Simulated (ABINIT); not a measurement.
The system is CdS (Hawleyite).

```
Cd S
1.0
     0.00000    2.91650    2.91650
     2.91650    0.00000    2.91650
     2.91650    2.91650    0.00000
Cd S
1 1
Direct
  0.00000 0.00000 0.00000
  0.75000 0.75000 0.75000
```

Program: ABINIT 10.8.3 (patched build). Alike in all runs: no spin polarisation; cell as given; smearing fermi-dirac 0.05 eV. Hardware: 1 thread of Arm Neoverse V2, with other jobs on the host.

Problem. Order these runs on this cell by their wall time, lowest first.
A. task band structure; level r2SCAN; potentials or basis JTH PAW LDA v2.0; k mesh 8 × 8 × 8; cutoff (eV) 653; fine-grid cutoff 1251.72 eV
B. task band structure; level PBE; potentials or basis JTH PAW PBE v2.0; k mesh 8 × 8 × 8; cutoff (eV) 599; fine-grid cutoff 1197.3 eV
C. task single point; level PBEsol; potentials or basis JTH PAW PBE v2.0; k mesh 10 × 10 × 10; cutoff (eV) 599; fine-grid cutoff 1197.3 eV
D. task single point; level PBE; potentials or basis JTH PAW PBE v2.0; k mesh 6 × 6 × 6; cutoff (eV) 599; fine-grid cutoff 1197.3 eV

Solution. D (18 s), C (59 s), B (140 s), A (750 s).

Not every run made on this cell is shown here.
